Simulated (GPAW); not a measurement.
# K (Fm-3m) in GPAW: single point with PBE

Aim: the single point of K with PBE.

All numbers are computed with GPAW 26.7.0; they aren't measurements. Logs are shortened: lines on timing, memory, paths and dates and some standing lists are left out, and cuts for length are marked. The log counts tension as positive stress, the text compression.

**1. The crystal as given**

Symmetry: Fm-3m, No. 225, cubic system. Conventional cell: a = 6.784 Å, b = 6.784 Å, c = 6.784 Å, α = 90.00°, β = 90.00°, γ = 90.00°.

This isn't the form of K at room conditions, which is bcc.

**2. Single point, PBE**

Contents of run.py:

```python
from ase.io import read
from gpaw import PW
from gpaw.dft import DFT

atoms = read('K.xyz')

dft = DFT(atoms,
          mode=PW(600),
          xc='PBE',
          kpts={'size': (7, 7, 7), 'gamma': True},
          occupations={'name': 'fermi-dirac', 'width': 0.05},
          nbands=11,
          convergence={'density': 1e-05, 'energy': 1e-05},
          maxiter=150,
          txt='gpaw.txt')
print(f'Energy: {dft.calculate_energy():.6f} eV')
print('Forces (eV/A):')
print(dft.calculate_forces().round(4))
print('Stress (eV/A^3):', dft.calculate_stress().round(6))
dft.write_gpw_file('gs.gpw')
```

Contents of K.xyz:

```xyz
1
Lattice="0.0000000000 3.3918728180 3.3918728180 3.3918728180 0.0000000000 3.3918728180 3.3918728180 3.3918728180 0.0000000000" Properties=species:S:1:pos:R:3 pbc="T T T"
K      0.0000000000      0.0000000000      0.0000000000
```

Potentials or basis: GPAW PAW data sets (gpaw-data 1.2.1), pw.

On the command line:

```console
> OMP_NUM_THREADS=1 python run.py
```

gpaw.txt:

```text
Diagonalizing LCAO Hamiltonian
Converting LCAO to pw mode

       K

Atoms  # Å, Bohr magnetons
|   | symbol |        x |        y |        z |    initial magnetic moments |
|---|--------|----------|----------|----------|-----------------------------|
| 0 |      K | 0.000000 | 0.000000 | 0.000000 | ( 0.0000,  0.0000,  0.0000) |

Unit cell  # Å
| periodic |        x |        y |        z |  lengths |    angles |
|----------|----------|----------|----------|----------|-----------|
|      yes | 0.000000 | 3.391873 | 3.391873 | 4.796833 | 60.000000 |
|      yes | 3.391873 | 0.000000 | 3.391873 | 4.796833 | 60.000000 |
|      yes | 3.391873 | 3.391873 | 0.000000 | 4.796833 | 60.000000 |

Number of symmetries: 48
Symmetry operations  # r_c * U_cc + t_c -> r_c
|    | kind |            matrix            |
|----|------|------------------------------|
|  0 |  σ   |  1, 0, 0,  1, 0,-1,  1,-1, 0 |
|  1 |  C2  |  1, 0, 0,  1,-1, 0,  1, 0,-1 |
|  2 |  E   |  1, 0, 0,  0, 1, 0,  0, 0, 1 |
|  3 |  σ   |  1, 0, 0,  0, 0, 1,  0, 1, 0 |
|  4 |  C4  |  1, 0,-1,  1, 0, 0,  1,-1, 0 |
|  5 |  S6  |  1, 0,-1,  1,-1, 0,  1, 0, 0 |
|  6 |  σ   |  1, 0,-1,  0, 1,-1,  0, 0,-1 |
|  7 |  C3  |  1, 0,-1,  0, 0,-1,  0, 1,-1 |
|  8 |  S6  |  1,-1, 0,  1, 0, 0,  1, 0,-1 |
|  9 |  C4  |  1,-1, 0,  1, 0,-1,  1, 0, 0 |
| 10 |  C3  |  1,-1, 0,  0,-1, 1,  0,-1, 0 |
| 11 |  σ   |  1,-1, 0,  0,-1, 0,  0,-1, 1 |
| 12 |  σ   |  0, 1, 0,  1, 0, 0,  0, 0, 1 |
| 13 |  C4  |  0, 1, 0,  0, 1,-1, -1, 1, 0 |
| 14 |  C3  |  0, 1, 0,  0, 0, 1,  1, 0, 0 |
| 15 |  S6  |  0, 1, 0, -1, 1, 0,  0, 1,-1 |
| 16 |  C2  |  0, 1,-1,  1, 0,-1,  0, 0,-1 |
| 17 |  σ   |  0, 1,-1,  0, 1, 0, -1, 1, 0 |
| 18 |  S4  |  0, 1,-1,  0, 0,-1,  1, 0,-1 |
| 19 |  C4  |  0, 1,-1, -1, 1, 0,  0, 1, 0 |
| 20 |  C3  |  0, 0, 1,  1, 0, 0,  0, 1, 0 |
| 21 |  σ   |  0, 0, 1,  0, 1, 0,  1, 0, 0 |
| 22 |  S6  |  0, 0, 1,  0,-1, 1, -1, 0, 1 |
| 23 |  C4  |  0, 0, 1, -1, 0, 1,  0,-1, 1 |
| 24 |  S4  |  0, 0,-1,  1, 0,-1,  0, 1,-1 |
| 25 |  C3  |  0, 0,-1,  0, 1,-1,  1, 0,-1 |
| 26 |  C2  |  0, 0,-1,  0,-1, 0, -1, 0, 0 |
| 27 |  S6  |  0, 0,-1, -1, 0, 0,  0,-1, 0 |
| 28 |  S4  |  0,-1, 1,  1,-1, 0,  0,-1, 0 |
| 29 |  C4  |  0,-1, 1,  0, 0, 1, -1, 0, 1 |
| 30 |  C2  |  0,-1, 1,  0,-1, 0,  1,-1, 0 |
| 31 |  σ   |  0,-1, 1, -1, 0, 1,  0, 0, 1 |
| 32 |  C3  |  0,-1, 0,  1,-1, 0,  0,-1, 1 |
| 33 |  S6  |  0,-1, 0,  0, 0,-1, -1, 0, 0 |
| 34 |  S4  |  0,-1, 0,  0,-1, 1,  1,-1, 0 |
| 35 |  C2  |  0,-1, 0, -1, 0, 0,  0, 0,-1 |
| 36 |  C2  | -1, 1, 0,  0, 1, 0,  0, 1,-1 |
| 37 |  S6  | -1, 1, 0,  0, 1,-1,  0, 1, 0 |
| 38 |  S4  | -1, 1, 0, -1, 0, 1, -1, 0, 0 |
| 39 |  C3  | -1, 1, 0, -1, 0, 0, -1, 0, 1 |
| 40 |  S6  | -1, 0, 1,  0, 0, 1,  0,-1, 1 |
| 41 |  C2  | -1, 0, 1,  0,-1, 1,  0, 0, 1 |
| 42 |  C3  | -1, 0, 1, -1, 1, 0, -1, 0, 0 |
| 43 |  S4  | -1, 0, 1, -1, 0, 0, -1, 1, 0 |
| 44 |  C2  | -1, 0, 0,  0, 0,-1,  0,-1, 0 |
| 45 |  i   | -1, 0, 0,  0,-1, 0,  0, 0,-1 |
| 46 |  σ   | -1, 0, 0, -1, 1, 0, -1, 0, 1 |
| 47 |  C2  | -1, 0, 0, -1, 0, 1, -1, 1, 0 |

BZ-sampling:
  Number of BZ points: 343
  Number of IBZ points: 20

  Monkhorst-Pack size: [7, 7, 7]
  Monkhorst-Pack shift: [0, 0, 0]

K-points  # in reciprocal-cell coordinates
|     |                                coordinates |     weight |
|-----|--------------------------------------------|------------|
|   0 | (  0.00000000,   0.00000000,   0.00000000) | 0.00291545 |
|   1 | (  0.14285714,   0.14285714,   0.00000000) | 0.01749271 |
|   2 | (  0.14285714,   0.14285714,   0.14285714) | 0.02332362 |
|   3 | (  0.28571429,   0.14285714,   0.14285714) | 0.03498542 |
|   4 | (  0.28571429,   0.28571429,   0.00000000) | 0.01749271 |
|   5 | (  0.28571429,   0.28571429,   0.14285714) | 0.06997085 |
|   6 | (  0.28571429,   0.28571429,   0.28571429) | 0.02332362 |
|   7 | (  0.42857143,  -0.28571429,  -0.28571429) | 0.03498542 |
|   8 | (  0.42857143,   0.28571429,  -0.42857143) | 0.13994169 |
|   9 | (  0.42857143,   0.28571429,  -0.28571429) | 0.06997085 |
| ... |                                            |            |
|  19 | (  0.42857143,   0.42857143,   0.42857143) | 0.02332362 |

Plane wave coefficients: 2643
Cutoff: 600.0 eV

Spin-components: 1 (collinear spins)
Bands:           11
Projectors:      5
Spin-degeneracy: 2
Datatype:        complex128

Density:
  Valence electrons: 9.0
  Components: 1
  Grid points: [28 28 28]
  Charge: 0.0  # |e|

Potential:
  Grid points: [28 28 28]

species:
  K:
    name:    Potassium
    Z:       19.0
    valence: 9
    core:    10
    charge:  0.0  # [|e|]
    compensation charges:
      type: gauss
      rc: 0.35  # [Å]
      lmax: 2
    cutoffs:
      filter: 1.91  # [Å]
      core: 1.27  # [Å]
    projectors
    | kind |    occ | energy [eV] | rcut [Å] |
    |------|--------|-------------|----------|
    |   3s |  2.000 |     -35.338 |    1.122 |
    |   4s |  1.000 |      -2.319 |    1.122 |
    |   3p |  6.000 |     -18.813 |    1.106 |
    |    p |        |       8.398 |    1.106 |
    |    d |        |       0.000 |    0.937 |

    Using partial waves for K as LCAO basis

Reference energy: -16382.253218  # eV

eigensolver:
  PPCG
  Converge bands: occupied
  niter=2

density mixing:
  MSR1-Mixer
  Pratt-step length: 0.05
  Maximum mixing coefficient: 0.75
  Old densities: 10
  SVD Regularization: 0.005
  Good broyden scale: 1.0
  Trust region scale: 1.0
  Backstep threshold: 4.0
  History deletion threshold: 6.0
  Fourier metric: weight=20.0, sigma=0.015

occupation numbers:
  Fermi-Dirac:
    width: 0.0500  # eV

poisson solver:
  ecut: 4800.0  # eV

xc functional:
[... 9 lines left out ...]
|iter     | |      energy | eigst |  dens |
|---------|-|-------------|-------|-------|
|iter:   1| |   -1.453925 | +0.05 |       |
|iter:   2| |   -1.420178 | -2.07 | -1.26 |
|iter:   3| |   -1.232808 | -1.43 | -1.30 |
|iter:   4| |   -1.228787 | -2.39 | -1.76 |
|iter:   5| |   -1.229423 | -4.21 | -2.06 |
|iter:   6| |   -1.229422 | -6.00 | -3.46 |
|iter:   7| |   -1.229423c| -7.56c| -3.81 |
|iter:   8| |   -1.229423c| -7.78c| -4.92 |
|iter:   9| |   -1.229423c| -8.96c| -5.63c|
SCF steps: 9
Energy contributions relative to reference atoms: (reference = -16382.253218)

Energy contributions:
  Kinetic:          -3.463015
  Coulomb:           3.914504
  Zero:             -0.653151
  External:          0.000000
  Xc:               -1.026365
  Entropy:          -0.002791
  Spinorbit:         0.000000
  ----------------------------
  Free energy:      -1.230818
  Extrapolated:     -1.229423

Forces  # eV/Ang
|       x |       y |       z |
|---------|---------|---------|
| 0.00000 | 0.00000 | 0.00000 |  # K    0

Stress tensor  # eV/Ang^3
|        x |        y |        z |
|----------|----------|----------|
| 0.001236 | 0.000000 | 0.000000 |
| 0.000000 | 0.001236 | 0.000000 |
| 0.000000 | 0.000000 | 0.001236 |

Writing to gs.gpw (mode='')

  __  _  _
 | _ |_)|_||  |
 |__||  | ||/\| - 26.7.0

Input parameters:
  mode=PW(ecut=600.0),
  convergence={'density': 1e-05, 'energy': 1e-05},
  kpts=MonkhorstPack(size=(7, 7, 7), gamma=True),
  maxiter=150,
  nbands=11,
  occupations=Occupations(name='fermi-dirac', width=0.05),
  xc=XC(name='PBE')
# Writing to gs.gpw (mode='')
```

Wall time 9.1 s (1 thread of Arm Neoverse V2, shared host); peak memory 0.16 GiB.

Results:

```yaml
Free_energy: -1.2308 eV
Pressure: -0.2 GPa
Band_gap_on_the_k_mesh: none (metal or under the smearing width)
```
